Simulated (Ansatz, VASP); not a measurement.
**One calculation of CoO, two programs**

```
Co O
1.0
     1.52528    0.88062    2.47203
    -1.52528    0.88062    2.47203
     0.00000   -1.76124    2.47203
Co O
1 1
Direct
  0.00000 0.00000 0.00000
  0.50000 0.50000 0.50000
```

Change from the starting cell: volume scaled by 1.04.

Alike in both runs: task single point; functional PBE; k mesh 11 × 11 × 11; occupations fermi-dirac, width 0.05 eV; collinear spin, ferromagnetic start.

|  | VASP | Ansatz |
| --- | --- | --- |
| version | VASP 6.6.1 | Ansatz 0.2.0 |
| potentials or method | VASP PAW PBE potentials, release 64 (Co, O) | Ansatz PAW |
| plane-wave cutoff (eV) | 520 | 420 |
| valence electrons in the cell | 15 | 23 |

|  | VASP | Ansatz | Ansatz less VASP |
| --- | --- | --- | --- |
| gap on the k mesh at the Fermi level (eV) | none | none | - |
| pressure (GPa) | -6.7 | -6.3 | +0.40 |
| largest component of the traceless stress (GPa) | 0.18 | 0.20 | +0.022 |
| net moment per atom (μB) | 1.48 | 1.49 | +0.009 |
| size of the moment on the site where the two differ most (μB) | 2.59 | 2.53 | -0.063 |

Site moments also hang on the region over which each program counts them. A gap of «none» marks a metal or a gap that the smearing closes. With one functional, cell and mesh, what is left measures potentials, basis and numerics. The two sets of potentials don't hold the same shells in valence.

Caveats: a cell with one magnetic atom can't hold antiferromagnetic order, which such compounds often take; semilocal functionals often make such compounds metallic where correlation or magnetic order opens a gap, which also shifts bond lengths; the pressure holds a Pulay correction of +0.7 GPa for the finite cutoff (Ansatz).
